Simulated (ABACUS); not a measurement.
# Fe (Im-3m) in ABACUS: further runs, part 2 of 2

ABACUS 3.10.1.

## 3. Equation of state, TM, collinear spin, ferromagnetic start, 11.30 Å³/atom (volume scaled by 0.94)

INPUT reads:

```
INPUT_PARAMETERS
suffix              Fe
calculation         scf
basis_type          pw
pseudo_dir          ./
symmetry            1
dft_functional      MGGA_X_TM+MGGA_C_TM
ecutwfc             104
pseudo_rcut         10
nspin               2
nbands              14
ks_solver           dav
smearing_method     fd
smearing_sigma      0.00367493
scf_thr             1e-08
scf_nmax            100
mixing_type         broyden
mixing_beta         0.4
cal_force           1
cal_stress          1
mixing_tau          1
kpar                4
```

STRU reads:

```
ATOMIC_SPECIES
Fe 55.8450 Fe_ONCV_PBE-1.2.upf

LATTICE_CONSTANT
1.8897261246

LATTICE_VECTORS
-1.4135427549 1.4135427549 1.4135427549
1.4135427549 -1.4135427549 1.4135427549
1.4135427549 1.4135427549 -1.4135427549

ATOMIC_POSITIONS
Cartesian

Fe
0.0
1
0.0000000000 0.0000000000 0.0000000000 1 1 1 mag 3
```

KPT reads:

```
K_POINTS
0
Gamma
8 8 8 0 0 0
```

Potentials or basis: SG15 ONCV 1.2 PBE, plane waves.

Launch:

```
> OMP_NUM_THREADS=1 mpirun -np 4 abacus > log
```

running log:

```text
ABACUS v3.10.1

               Atomic-orbital Based Ab-initio Computation at UStc

 ------------------------------------------------------------------------------------

 READING GENERAL INFORMATION
                           global_out_dir = OUT.Fe/
                           global_in_card = INPUT
                               pseudo_dir = ./
                              orbital_dir =
                                    DSIZE = 4
                                    GSIZE = 1

 READING UNITCELL INFORMATION
                                    ntype = 1
                  lattice constant (Bohr) = 1.88973
              lattice constant (Angstrom) = 1

 READING ATOM TYPE 1
                               atom label = Fe
                      L=0, number of zeta = 1
                      L=1, number of zeta = 1
                      L=2, number of zeta = 1
             number of atom for this type = 1
               magnetization of element 1 = 3

                        TOTAL ATOM NUMBER = 1
CARTESIAN COORDINATES ( UNIT =       1.889726124600 Bohr ).
    atom                   x                   y                   z     mag                  vx                  vy                  vz
tauc_Fe1            0.0000000000        0.0000000000        0.0000000000  3.0000        0.0000000000        0.0000000000        0.0000000000

                          Volume (Bohr^3) = 76.2401
                             Volume (A^3) = 11.2976

[... 370 lines left out ...]

 charge density convergence is achieved
 final etot is -3217.2688348 eV
 EFERMI = 19.214162718 eV

 STATE ENERGY(eV) AND OCCUPATIONS    NSPIN == 2
SPIN UP :
 1/8 kpoint (Cartesian) = 0.0000 0.0000 0.0000 (1409 pws)
       1       -68.9676     0.00195312
       2       -35.1431     0.00195312
       3       -35.1431     0.00195312
       4       -35.1431     0.00195312
       5        10.9724     0.00195312
       6        16.7672     0.00195312
       7        16.7672     0.00195312
       8        16.7672     0.00195312
       9        17.9274     0.00195312
      10        17.9274     0.00195312
      11        43.6029        0.00000
      12        43.6029        0.00000
      13        43.6029        0.00000
      14        48.8051        0.00000
[... 66 lines left out ...]
       1       -68.9357      0.0468750
       2       -35.3022      0.0468750
       3       -35.1862      0.0468750
       4       -35.1574      0.0468750
       5        12.7275      0.0468750
       6        16.4152      0.0468750
       7        16.4454      0.0468750
       8        17.6564      0.0468750
       9        17.8233      0.0468750
      10        18.0468      0.0468750
      11        37.4978        0.00000
      12        38.7762        0.00000
      13        43.3661        0.00000
      14        44.1556        0.00000

[... levels at 10 further k points ...]

------------------------------------------------------------------------------------------
 TOTAL-FORCE (eV/Angstrom)
------------------------------------------------------------------------------------------
                       Fe1         0.0000000000         0.0000000000         0.0000000000
------------------------------------------------------------------------------------------

----------------------------------------------------------------
 TOTAL-STRESS (KBAR)
----------------------------------------------------------------
        -2.2252954067         0.0000000000         0.0000000000
        -0.0000000000        -2.2252954067         0.0000000000
        -0.0000000000         0.0000000000        -2.2252954067
----------------------------------------------------------------
 TOTAL-PRESSURE: -2.225295 KBAR

 --------------------------------------------
 !FINAL_ETOT_IS -3217.2688347634211823 eV
 --------------------------------------------
```

Run time: 14 s. Hardware: 4 MPI ranks of AMD EPYC 9R14 (Zen 4), shared host; peak memory 0.36 GiB.

What came out:

```
Free energy            : -3217.2688 eV
Pressure               : -0.2 GPa
Band gap on the k mesh : none (metal or under the smearing width)
Net moment             : 2.39 μB per cell
Absolute moment        : 2.57 μB per cell
```

Caveat: the k mesh is coarse (spacing up to 0.39 Å⁻¹), so the values aren't converged; the potentials were made for another functional, which shifts forces and pressure.

## 4. Equation of state, TM, collinear spin, ferromagnetic start, 11.78 Å³/atom (volume scaled by 0.98)

INPUT is that of step 3.

STRU reads:

```
ATOMIC_SPECIES
Fe 55.8450 Fe_ONCV_PBE-1.2.upf

LATTICE_CONSTANT
1.8897261246

LATTICE_VECTORS
-1.4333151444 1.4333151444 1.4333151444
1.4333151444 -1.4333151444 1.4333151444
1.4333151444 1.4333151444 -1.4333151444

ATOMIC_POSITIONS
Cartesian

Fe
0.0
1
0.0000000000 0.0000000000 0.0000000000 1 1 1 mag 3
```

KPT is that of step 3.

Launch:

```
> OMP_NUM_THREADS=1 mpirun -np 4 abacus > log
```

Wall time 14 s (4 MPI ranks of AMD EPYC 9R14 (Zen 4), shared host); peak memory 0.36 GiB.

It converged, with:

```yaml
Free_energy: -3217.2590 eV
Pressure: -5.9 GPa
Band_gap_on_the_k_mesh: none (metal or under the smearing width)
Net_moment: 2.51 μB per cell
Absolute_moment: 2.72 μB per cell
```

Caveat: the k mesh is coarse (spacing up to 0.39 Å⁻¹), so the values aren't converged; the potentials were made for another functional, which shifts forces and pressure.

## 5. Equation of state, TM, collinear spin, ferromagnetic start, 12.26 Å³/atom (volume scaled by 1.02)

INPUT is that of step 4.

STRU reads:

```
ATOMIC_SPECIES
Fe 55.8450 Fe_ONCV_PBE-1.2.upf

LATTICE_CONSTANT
1.8897261246

LATTICE_VECTORS
-1.4525565699 1.4525565699 1.4525565699
1.4525565699 -1.4525565699 1.4525565699
1.4525565699 1.4525565699 -1.4525565699

ATOMIC_POSITIONS
Cartesian

Fe
0.0
1
0.0000000000 0.0000000000 0.0000000000 1 1 1 mag 3
```

KPT is that of step 4.

Launch:

```
> OMP_NUM_THREADS=1 mpirun -np 4 abacus > log
```

Run time: 15 s. Hardware: 4 MPI ranks of AMD EPYC 9R14 (Zen 4), shared host; peak memory 0.36 GiB.

It converged, with:

```
Free energy            : -3217.2341 eV
Pressure               : -11.1 GPa
Band gap on the k mesh : none (metal or under the smearing width)
Net moment             : 2.60 μB per cell
Absolute moment        : 2.83 μB per cell
```

Caveat: the k mesh is coarse (spacing up to 0.38 Å⁻¹), so the values aren't converged; the potentials were made for another functional, which shifts forces and pressure.

## 6. Equation of state, TM, collinear spin, ferromagnetic start, 12.74 Å³/atom (volume scaled by 1.06)

INPUT is that of step 5.

STRU reads:

```
ATOMIC_SPECIES
Fe 55.8450 Fe_ONCV_PBE-1.2.upf

LATTICE_CONSTANT
1.8897261246

LATTICE_VECTORS
-1.4713013028 1.4713013028 1.4713013028
1.4713013028 -1.4713013028 1.4713013028
1.4713013028 1.4713013028 -1.4713013028

ATOMIC_POSITIONS
Cartesian

Fe
0.0
1
0.0000000000 0.0000000000 0.0000000000 1 1 1 mag 3
```

KPT is that of step 5.

Potentials or basis: SG15 ONCV 1.2 PBE, plane waves.

Launch:

```
> OMP_NUM_THREADS=1 mpirun -np 4 abacus > log
```

Wall time 18 s (4 MPI ranks of AMD EPYC 9R14 (Zen 4), shared host); peak memory 0.36 GiB.

Results (log left out):

| Property | Result |
| --- | --- |
| Free energy | -3217.1930 eV |
| Pressure | -15.4 GPa |
| Band gap on the k mesh | none (metal or under the smearing width) |
| Net moment | 2.67 μB per cell |
| Absolute moment | 2.91 μB per cell |

Caveat: the k mesh is coarse (spacing up to 0.38 Å⁻¹), so the values aren't converged; the potentials were made for another functional, which shifts forces and pressure.

## 7. Equation of state, TM, collinear spin, ferromagnetic start

Potentials or basis: SG15 ONCV 1.2 PBE, plane waves.

No new run: the results of the series are fitted here.

What came out:

| Item | Value |
| --- | --- |
| Equilibrium volume | 11.18 Å³/atom (rough: see the caveat) |
| Bulk modulus | 91 GPa (rough) |

Energy against volume, from the lowest point:
```csv
volume (Å³/atom),energy (meV/atom)
11.298,0.00
11.778,9.86
12.259,34.74
12.740,75.84
```

Caveat: the k mesh is coarse (spacing up to 0.38 Å⁻¹), so the values aren't converged; the fit is doubtful: noisy points or a state that changes with volume; the minimum lies outside the volumes run; the potentials were made for another functional, which shifts forces and pressure.
